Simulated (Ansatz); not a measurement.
# Ga2O3: the cost of one run

Method: DFT PBE, scalar-relativistic, plane waves, PAW, in Ansatz 0.2.0.

3 further runs of the same task are left out: 3 set aside as unsound or not needed.

## 1. Starting point

The structure is monoclinic, space group C2/m (No. 12). Conventional cell: a = 12.280 Å, b = 3.048 Å, c = 5.817 Å, α = 90.00°, β = 103.76°, γ = 90.00°. Ga (site symmetry m) is surrounded by 6 O at 1.94 to 2.08 Å. Around Ga (site symmetry m) lie 4 O at 1.84 to 1.87 Å. O (site symmetry m) is surrounded by 3 Ga at 1.84 to 1.94 Å. O (site symmetry m) is surrounded by 4 Ga at 1.87 to 2.08 Å. Around O (site symmetry m) lie 3 Ga at 1.84 to 1.95 Å.

Coordinates:

```xyz
10
Lattice="6.1402 -1.5238 0.0000 6.1402 1.5238 0.0000 -1.3841 0.0000 5.6503" Properties=species:S:1:pos:R:3 pbc="T T T"
Ga    3.2411    0.0000    3.8720
Ga    7.6552    0.0000    1.7783
Ga   10.8854    0.0000    1.1595
Ga    0.0110    0.0000    4.4908
O     5.1547    0.0000    4.2001
O     5.7416    0.0000    1.4502
O     9.5468    0.0000    2.4679
O     1.3495    0.0000    3.1824
O     1.8691    0.0000    0.6168
O     9.0272    0.0000    5.0336
```

## 2. The first run (PBE, 6×6×4 mesh)

Contents of input.yaml:

```yaml
crystal:
  lattice:
    - [6.1402367086, -1.5237836756, 0.0]
    - [6.1402367086, 1.5237836756, 0.0]
    - [-1.3841308865, 0.0, 5.6503488592]
  atoms:
    - { symbol: Ga, position: [0.3411617, 0.3411617, 0.68526966] }
    - { symbol: Ga, position: [0.6588383, 0.6588383, 0.31473034] }
    - { symbol: Ga, position: [0.9095256, 0.9095256, 0.205214] }
    - { symbol: Ga, position: [0.0904744, 0.0904744, 0.794786] }
    - { symbol: O, position: [0.50353087, 0.50353087, 0.74333591] }
    - { symbol: O, position: [0.49646913, 0.49646913, 0.25666409] }
    - { symbol: O, position: [0.82662894, 0.82662894, 0.43676984] }
    - { symbol: O, position: [0.17337106, 0.17337106, 0.56323016] }
    - { symbol: O, position: [0.16450498, 0.16450498, 0.10915408] }
    - { symbol: O, position: [0.83549502, 0.83549502, 0.89084592] }
basis:
  ecutwfc: 420
kpoints:
  mp_grid: { grid: [6, 6, 4] }
hamiltonian:
  xc: pbe
scf:
  occupations: { method: gaussian, width: 0.1 }
output:
  forces: true
  stress: true
  eigenvalues: true
```

Started as:

```
$ ansatz run input.yaml --threads 8 --pin off --max-ram 16384MiB --backend cpu --events-out ev --progress --plain --runs-dir out
```

**Question.** How long does this run take on 8 threads of Arm Neoverse V2, shared host, and how much memory does it need?

About 2.1 s, with a peak of 0.67 GiB.
